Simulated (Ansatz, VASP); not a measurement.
## TiAl in VASP and in Ansatz

File POSCAR:

```
TiAl
1.0
    3.0180000000      0.0251500000      0.0000000000
    0.0251500000      3.0180000000      0.0000000000
    0.0000000000      0.0000000000      3.0180000000
Ti Al
1 1
Direct
    0.5000000000      0.5000000000      0.5000000000
    0.0000000000      0.0000000000      0.0000000000
```

The input INCAR.step1:

```
SYSTEM = TiAl
ALGO = Normal
EDIFF = 1E-4
ENCUT = 520
GGA = PE
ISMEAR = 1
LASPH = .TRUE.
LCHARG = .FALSE.
LREAL = .FALSE.
LWAVE = .TRUE.
NBANDS = 14
NELM = 100
PREC = Accurate
SIGMA = 0.1
```

File INCAR.step2:

```
SYSTEM = TiAl
ALGO = Normal
EDIFF = 1E-7
ENCUT = 520
ISIF = 2
ISMEAR = 1
ISTART = 1
LASPH = .TRUE.
LCHARG = .FALSE.
LMIXTAU = .TRUE.
LREAL = .FALSE.
LWAVE = .FALSE.
METAGGA = R2SCAN
NBANDS = 14
NELM = 100
PREC = Accurate
SIGMA = 0.1
```

Contents of KPOINTS:

```
k-points
0
G
  11 11 11
  0 0 0
```

Input for Ansatz:

```yaml
crystal:
  lattice:
    - [3.018, 0.025149999999999992, 0.0]
    - [0.025149999999999992, 3.018, 0.0]
    - [0.0, 0.0, 3.018]
  atoms:
    - { symbol: Ti, position: [0.5, 0.5, 0.5] }
    - { symbol: Al, position: [0.0, 0.0, 0.0] }
basis:
  ecutwfc: 650.0
kpoints:
  mp_grid:
    grid: [11, 11, 11]
hamiltonian:
  xc: r2scan
scf:
  occupations:
    method: cold
    width: 0.1
output:
  stress: true
```

Alike in both runs: task single point; functional r2SCAN; k mesh 11 × 11 × 11; no spin polarisation.

|  | VASP | Ansatz |
| --- | --- | --- |
| version | VASP 6.6.1 | Ansatz 0.2.0 |
| potentials or method | VASP PAW PBE potentials, release 64 (Ti_sv, Al) | plane waves, PAW |
| plane-wave cutoff (eV) | 520 | 650 |
| occupations | methfessel-paxton of order 1, width 0.1 eV | cold, width 0.1 eV |
| valence electrons in the cell | 15 | 15 |

|  | VASP | Ansatz | Ansatz less VASP |
| --- | --- | --- | --- |
| pressure (GPa) | 24.0 | 23.8 | -0.19 |
| largest component of the traceless stress (GPa) | 2.12 | 2.11 | -0.011 |

Caveats: so large a pressure means that the cell lies far from this level's equilibrium, or that cutoff or potentials fall short (VASP); the potentials were made for another functional, which shifts forces and pressure (VASP).
